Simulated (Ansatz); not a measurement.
Space group Pm-3m (No. 221). a = 4.389 Å, b = 4.389 Å, c = 4.389 Å, α = 90.00°, β = 90.00°, γ = 90.00°
```
atom site symmetry x y z
  Cs    1a m-3m  0.0000  0.0000  0.0000
  Br    1b m-3m  0.5000  0.5000  0.5000
```

Equation of state of this CsBr structure (not necessarily the ground state), with shape and atoms relaxed at each volume where symmetry leaves them free. Method: DFT PBE, scalar-relativistic, plane waves, PAW (Ansatz).

Cutoff 420 eV; k points 6×6×6 on the computed 2-atom cell (Γ-centred); Gaussian smearing, width 0.02 eV; no spin polarisation.

| V (Å³/atom) | E − E(largest V) (meV/atom) | P (GPa) | gap on mesh (eV) |
| --- | --- | --- | --- |
| 37.208 | 17.06 | 2.17 | 4.75 |
| 38.477 | 2.73 | 1.47 | 4.62 |
| 39.745 | -6.55 | 0.89 | 4.49 |
| 41.014 | -11.63 | 0.41 | 4.37 |
| 42.282 | -13.21 | 0.00 | 4.25 |
| 43.551 | -11.88 | -0.33 | 4.15 |
| 44.819 | -8.11 | -0.61 | 4.05 |
| 46.511 | 0.00 | -0.91 | 3.93 |

Fit a third-order Birch–Murnaghan equation to E(V).

V0 = 42.30 Å³/atom, B0 = 12 GPa, B0' = 5.1.

Spin-orbit coupling is left out, which matters for the bands of heavy elements.